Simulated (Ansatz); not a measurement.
## Point defect: Ti interstitial in TiC

These are results of Ansatz, DFT PBE, scalar-relativistic, plane waves, PAW, not measurements. Settings: 420 eV cutoff, 5×5×5 k-mesh, Gaussian smearing of 0.10 eV, no spin polarisation.

Host crystal, relaxed:

```xyz
2
Lattice="0.0000 2.1664 2.1664 2.1664 0.0000 2.1664 2.1664 2.1664 0.0000" Properties=species:S:1:pos:R:3 pbc="T T T"
Ti    0.0000    0.0000    0.0000
C     2.1664    2.1664    2.1664
```

Supercell of 16 atoms, rows in host cell vectors: 0 -2 2; 0 0 2; -2 0 2. Atoms relax at the host's cell, keeping the symmetry that the supercell leaves at the site. The cell is small, so energies carry finite-size errors of tenths of an eV. The host is a metal. Atoms are taken from and returned to the elements' standard states.

Defect: Ti interstitial at (0.250, 0.250, 0.250) of the host cell.

**Question.** What is the formation energy of the neutral defect?

**Answer.** 9.73 eV.

**Question.** Does the neutral defect carry a moment, and how do its surroundings relax?

**Answer.** The neutral run had no spin polarisation, so a moment wasn't tested. The nearest neighbours before are 4 Ti at 1.88 Å, 4 C at 1.88 Å; after relaxation the atoms near the site are 4 C at 1.94 Å, 4 Ti at 2.16 Å; the largest move is 0.29 Å.